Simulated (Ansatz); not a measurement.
This log comes from Ansatz, run on a 2-atom cell of GaAs started from a crystallographic database. The cell was relaxed beforehand with r2SCAN.

Structure:
```xyz
2
Lattice="0.0000 2.8331 2.8331 2.8331 0.0000 2.8331 2.8331 2.8331 0.0000" Properties=species:S:1:pos:R:3 pbc="T T T"
Ga    0.0000    0.0000    0.0000
As    1.4165    1.4165    1.4165
```

Output, abridged:
```
Pseudopotential: Ga, paw, valence charge 13, recommended cutoff 420 eV (normal)
Pseudopotential: As, paw, valence charge 15, recommended cutoff 420 eV (normal)
Functional definition: PBE0
Crystal: 2 atoms, lattice volume = 45.479 Å³
Basis set: ecut = 420 eV, 893 PW (Γ)
Bands: 18, of which v1, the nominal top of the filled ones, is band 14 counted from 1 (13 counted from 0)
Symmetry: 24 space group operations
Space group: F-43m (ITA 216)
k-points: 16 of 216 (time reversal used)
[warm-up without exact exchange]
SCF 1 stopped early in 4 iterations: F = -8639.820558 eV  dr2 = 4.97e-6
[exact exchange on]
Exchange kernel: α = 0.2500, full range, Wigner–Seitz truncation, v(0) = 15900.8359 eV·Å³, q-mesh 6×6×6
preconditioner: auto → none  [insulator: Δε(μ)=1.809 eV  ℏωp=23.4 eV]
SCF 2 stopped early in 6 iterations: F = -8641.584145 eV  dr2 = 1.50e-6
hybrid outer 1: dexx = +1.455e-2 eV, tail = 7.94e-5 eV
SCF 3 converged in 4 iterations: F = -8641.584315 eV  dr2 = 1.18e-8
hybrid outer 2: dexx = +1.837e-6 eV, tail = 8.54e-8 eV, Δε = 3.77e-3 eV
hybrid SCF converged: 2 outer / 10 inner (+4 warm-up)
Free energy (F): -8641.584315 eV
Fermi energy:    7.370526 eV
--- Band table (eV; the first three rows and the last of 16) ---
  k-point 0: bands = […, -10.0651, -10.0651, -6.6516, 7.3705, 7.3705, 7.3705, 9.3232, 12.5679]
  k-point 1: bands = […, -10.0655, -10.0655, -6.3098, 4.5281, 6.9644, 6.9644, 10.4131, 13.1565]
  k-point 2: bands = […, -10.0645, -10.0645, -5.4152, 1.4920, 6.3600, 6.3600, 9.9627, 13.5880]
  k-point 15: bands = […, -10.0789, -10.0599, -3.8800, 0.0601, 3.6943, 3.8739, 12.0133, 12.3013]
--- G₀W₀: contour deformation, 7 samples at zero and on the imaginary axis and 2 off it, 216 q-points, 249 empty bands' worth ---
    ik  band        ε_KS         Σx   Σc(E_QP)       V_xc       Z   E_QP_lin       E_QP  E_QP is
     0    13      7.3705   -16.7388     0.8263   -15.8142  0.8046     7.2721     7.2722  root
     0    14      7.3705   -16.7388     0.8263   -15.8142  0.8046     7.2721     7.2722  root
     0    15      9.3232   -11.3817    -3.8148   -14.9485  0.8142     9.0757     9.0752  root
     0    16     12.5679    -7.5724    -4.0728   -11.2334  0.8030    12.1579    12.1560  root
     1    13      6.9644   -16.4534     0.9044   -15.4558  0.8027     6.8713     6.8714  root
     1    14      6.9644   -16.4534     0.9044   -15.4558  0.8027     6.8713     6.8714  root
     1    15     10.4131    -9.9595    -3.8304   -13.4733  0.8110    10.0974    10.0965  root
     1    16     13.1565    -7.6926    -4.2097   -11.4751  0.7974    12.7316    12.7293  root
     2    13      6.3600   -16.2528     1.0770   -15.0931  0.7990     6.2772     6.2773  root
     2    14      6.3600   -16.2528     1.0770   -15.0931  0.7990     6.2772     6.2773  root
     2    15      9.9627    -9.3535    -3.7339   -12.7547  0.8143     9.6310     9.6300  root
     2    16     13.5880    -7.2596    -4.2786   -11.0912  0.7953    13.1438    13.1411  root
     3    13      6.1216   -16.2123     1.1522   -14.9793  0.7974     6.0407     6.0407  root
     3    14      6.1216   -16.2123     1.1522   -14.9793  0.7974     6.0407     6.0407  root
     3    15      9.7291    -9.4065    -3.6800   -12.7525  0.8152     9.3960     9.3950  root
     3    16     13.5043    -7.0022    -4.2250   -10.7777  0.7978    13.0575    13.0549  root
     4    13      6.2806   -16.0199     1.0605   -14.8791  0.7989     6.2002     6.2003  root
     4    14      6.2806   -16.0199     1.0605   -14.8791  0.7989     6.2002     6.2003  root
     4    15     11.2947    -8.2704    -3.8676   -11.7534  0.8086    10.9116    10.9102  root
     4    16     11.9178    -9.4523    -4.0277   -13.0883  0.8053    11.5277    11.5261  root
     6    13      4.5330   -15.5998     1.4726   -14.1017  0.7852     4.5076     4.5076  root
     6    14      5.5785   -15.9377     1.2905   -14.5776  0.7937     5.5087     5.5088  root
     6    15     11.0868    -8.6885    -3.8437   -12.1425  0.8102    10.6987    10.6972  root
     6    16     13.3387    -7.3398    -4.2746   -11.1484  0.7964    12.8758    12.8728  root
     9    13      4.9290   -15.7083     1.4830   -14.1742  0.7877     4.8778     4.8779  root
     9    14      4.9290   -15.7083     1.4830   -14.1742  0.7877     4.8778     4.8779  root
     9    15     10.2255    -7.2277    -3.5953   -10.3978  0.8176     9.8018     9.8002  root
     9    16     11.3936    -7.2823    -3.8991   -10.7378  0.8114    10.9520    10.9500  root
    12    13      4.4283   -15.6332     1.6433   -13.9482  0.7828     4.3865     4.3865  root
    12    14      4.4283   -15.6332     1.6433   -13.9482  0.7828     4.3865     4.3865  root
    12    15     10.0815    -6.5215    -3.5864    -9.6433  0.8202     9.6189     9.6170  root
    12    16     10.3427    -7.7492    -3.6382   -10.9749  0.8156     9.9318     9.9303  root
```

The points are ik 0 = (0, 0, 0) (Γ), ik 1 = (0, 0, 1/6), ik 2 = (0, 0, 1/3), ik 3 = (0, 0, -1/2), ik 4 = (0, 1/6, 1/6), ik 6 = (0, 1/6, -1/2), ik 9 = (0, 1/3, 1/3), ik 12 = (0, -1/2, -1/2); band 14 is the last filled one.

Q: Reconstruct the input.

A:
```yaml
crystal:
  # lattice and atoms as above
kpoints:
  mp_grid: { grid: [6, 6, 6] }
hamiltonian:
  xc: pbe0
scf:
  occupations: { method: fixed }
gw:
  n_empty_bands: 249
  ecut_chi: 180
  qp_bands: [v2, c2]
  qp_kpoints: band_edges
  screening: { model: contour_deformation }
```
The exchange loop shows exact exchange. The quasiparticle table needs the gw block. This is the file that was run; thresholds and some counts can't be read off the log exactly.

It took 2.3 min on 1 × NVIDIA H100 80GB HBM3 with 2 threads of AMD EPYC 7R13 Processor (Zen 3) (shared host), load about 1.5 per core; peak host memory 1.7 GiB.

Spin-unpolarised throughout; all numbers are computed.

The runs are scalar-relativistic, without spin-orbit coupling.
